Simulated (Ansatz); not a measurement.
**Silicon, fcc under revPBE: structure, energy and stiffness**

What does revPBE give for silicon in the fcc structure? We relax it, solve it on a dense k-mesh, then scale the cell to 7 volumes from 88 to 112 % of the relaxed one and try a fit of the equation of state. Spin polarisation is left out. The k-meshes are 14×14×14 for the relaxation; 23×23×23 for the dense run; 16×16×16 for the volumes.

This is Si in the fcc structure; at room conditions it is diamond.

Computed with Ansatz 0.2.0 (DFT revPBE, plane waves (420 eV) with PAW, scalar-relativistic; the PAW data stem from PBE, with regenerated cores, unless a step says otherwise).

### Step 1. The system as given

The structure is cubic, space group Fm-3m (No. 225). The conventional cell has a = 3.916 Å, b = 3.916 Å, c = 3.916 Å, α = 90.00°, β = 90.00°, γ = 90.00°. Si (site symmetry m-3m) has 12 Si at 2.77 Å as nearest neighbours.

As a file:

```cif
data_structure
_symmetry_space_group_name_H-M 'Fm-3m'
_symmetry_Int_Tables_number 225
_cell_length_a 3.9162
_cell_length_b 3.9162
_cell_length_c 3.9162
_cell_angle_alpha 90.000
_cell_angle_beta 90.000
_cell_angle_gamma 90.000
_cell_volume 60.06
loop_
_atom_site_label
_atom_site_type_symbol
_atom_site_symmetry_multiplicity
_atom_site_Wyckoff_symbol
_atom_site_fract_x
_atom_site_fract_y
_atom_site_fract_z
_atom_site_occupancy
Si1 Si 4 a 0.00000 0.00000 0.00000 1
```

### Step 2. Geometry optimisation

File input.yaml:

```yaml
crystal:
  lattice:
    - [0.0, 1.9581061854, 1.9581061854]
    - [1.9581061854, 0.0, 1.9581061854]
    - [1.9581061854, 1.9581061854, 0.0]
  atoms:
    - { symbol: Si, position: [0.0, 0.0, 0.0] }
hamiltonian:
  xc: revpbe
  pseudopotentials:
    kind: paw
    azcp:
      Si: "pseudopotentials/Si.paw.azcp"
basis:
  ecutwfc: 420
  fft_grid_basis: typed
kpoints:
  mp_grid: { grid: [14, 14, 14], shift: [0, 0, 0] }
magnetization:
  spin_polarized: false
scf:
  occupations: { method: fermi_dirac, width: 0.1 }
relax:
  max_steps: 60
  f_tol: 0.01
  cell: {}
```

After this run come: Single point on a dense mesh; Equation of state: 88 %; Equation of state: 92 %; Equation of state: 96 %; Equation of state: 100 %; Equation of state: 104 %; Equation of state: 108 %; Equation of state: 112 %.

Before running it: what results should come out? Wanted: space group; conventional cell; volume; shortest distance; gap on the mesh; relative to diamond; highest ELF outside the cores; V₀, B₀, B₀′.

The runs gave:

| quantity | value |
| --- | --- |
| space group (spins left aside) | Fm-3m (No. 225) |
| conventional cell | a = 3.877 Å |
| volume | 14.572 Å³/atom |
| shortest distance | 2.742 Å |
| gap on the mesh | none (levels filled in part) |
| relative to diamond | +558 meV/atom |
| highest ELF outside the cores | 0.69, 0.85 Å from the nearest atom |
| V₀, B₀, B₀′ | 14.594 Å³/atom, 84 GPa, 4.5 |

**Reading.** The relaxation shrank the cell by 3.0 % in volume. It lies 558 meV/atom above the element's reference form at the same level (diamond, from a run of its own). Levels at the Fermi energy are filled in part, as in a metal. B₀ comes out at 84 GPa. The symmetry was held, so the structure may be unstable against distortions that break it.
